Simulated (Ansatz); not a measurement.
**Ba in Ansatz: the effect of functional**

The system is Ba.

```
Ba
1.0
    -2.48968    2.48968    2.48968
     2.48968   -2.48968    2.48968
     2.48968    2.48968   -2.48968
Ba
1
Cartesian
  0.0000 0.0000 0.0000
```

The cell isn't the ideal one: volume scaled by 0.98.

Alike in all runs:

```yaml
Program: Ansatz 0.2.0
Task: single point
Potentials_or_basis: Ansatz PAW
k_mesh: 8 × 8 × 8
Occupations: fermi-dirac, width 0.05 eV
Spin: no spin polarisation
```

Question: One run gave: pressure -1.2 GPa. Which functional did it use?
A. r2SCAN
B. LDA
C. PBE

Answer: B.

```csv
functional,cutoff,pressure (GPa)
LDA,420 eV (not typed: the program's choice for these potentials),-1.2
r2SCAN,500 eV (not typed: the program's choice for these potentials),0.5
PBE,420 eV (not typed: the program's choice for these potentials),0.2
```

Caveats: the PAW data sets come from PBE, with cores solved anew for the run's functional, which leaves a small shift of forces and pressure (some runs).
